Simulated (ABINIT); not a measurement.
Here is an ABINIT 10.8.3 (patched build) calculation.

Contents of run.abi:

```
# Pseudopotentials
pp_dirpath "./"
pseudos "Ti.upf, Si.upf"

# Structure
acell 2.7897730971 2.7897730971 3.803934 Angstrom
rprim
     0.6510128017    -0.7590667507     0.0000000000
     0.6510128017     0.7590667507     0.0000000000
     0.0000000000     0.0000000000     1.0000000000
ntypat 2
znucl 22 14
natom 2
typat 1 2
xcart
     1.8161780000     0.0000000000     0.0000000000
     0.0000000000     0.0000000000     1.9019670000 Angstrom
chkprim 0
chksymtnons 0
tolsym 1.0e-6

# Plane-wave basis
ecut 38.0

# k points
kptopt 1
ngkpt 8 8 5
nshiftk 1
shiftk 0.0 0.0 0.0

# Exchange and correlation
ixc -116133

# Bands and occupations
nband 12
occopt 3
tsmear 0.05 eV

# SCF cycle
nstep 100
tolvrs 1.0e-10

# Output
iomode 3
prtwf 0
prtden 0
prteig 0
prtebands 0
enunit 2
```

Potentials or basis: PseudoDojo NC SR PBEsol v0.4.1 standard.

The run is started by

```sh
$ mpirun --bind-to none -np 4 abinit run.abi > log 2>&1
```

Q: Estimate the pressure.

A: -4.3 GPa.

Q: Estimate the band gap on the k mesh.

A: None (metal or under the smearing width).

Stress tensor (GPa, compression positive):
```
-3.45  0.00  0.00
 0.00 -5.07  0.00
 0.00  0.00 -4.35
```
